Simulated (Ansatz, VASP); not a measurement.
## Two plane-wave programs on LiH

INCAR

```
SYSTEM = LiH
ALGO = Normal ; EDIFF = 1E-6
ENCUT = 520 ; GGA = PS
ISIF = 2 ; ISMEAR = 0
LASPH = .True. ; LCHARG = .False.
LREAL = .False. ; LWAVE = .False.
NBANDS = 9 ; NELM = 80
PREC = Accurate ; SIGMA = 0.05
```

KPOINTS

```
k-points
0
Gamma
  10 10 10
  0 0 0
```

POSCAR

```
LiH
1.0
    0.0000000000      2.0325000000      1.9512000000
    2.0325000000      0.0000000000      1.9512000000
    2.0325000000      2.0325000000      0.0000000000
Li H
1 1
Direct
    0.0000000000      0.0000000000      0.0000000000
    0.5000000000      0.5000000000      0.5000000000
```

Input for Ansatz:

```yaml
crystal:
  lattice:
    - [0.0, 2.0325, 1.9512]
    - [2.0325, 0.0, 1.9512]
    - [2.0325, 2.0325, 0.0]
  atoms:
    - { symbol: Li, position: [0.0, 0.0, 0.0] }
    - { symbol: H, position: [0.5, 0.5, 0.5] }
basis:
  ecutwfc: 420
kpoints:
  mp_grid: { grid: [10, 10, 10] }
hamiltonian:
  xc: pbesol
scf:
  occupations: { method: gaussian, width: 0.05 }
output:
  forces: true
  stress: true
  eigenvalues: true
```

Change from the starting cell: strain +0.000 along x and y, -0.040 along z, atoms carried along.

Alike in both runs: task single point; functional PBEsol; k mesh 10 × 10 × 10; occupations gaussian, width 0.05 eV; no spin polarisation.

|  | VASP | Ansatz |
| --- | --- | --- |
| version | VASP 6.6.1 | Ansatz 0.2.0 |
| potentials or method | VASP PAW PBE potentials, release 64 (Li_sv, H) | scalar-relativistic, plane waves, PAW |
| plane-wave cutoff (eV) | 520 | 420 |
| valence electrons in the cell | 4 | 4 |

|  | VASP | Ansatz | Ansatz less VASP |
| --- | --- | --- | --- |
| gap on the k mesh at the Fermi level (eV) | 2.36 | 2.36 | 0.000 |
| least direct gap on the mesh (eV) | 2.67 | 2.67 | +0.001 |

 A k mesh can miss the band edges.
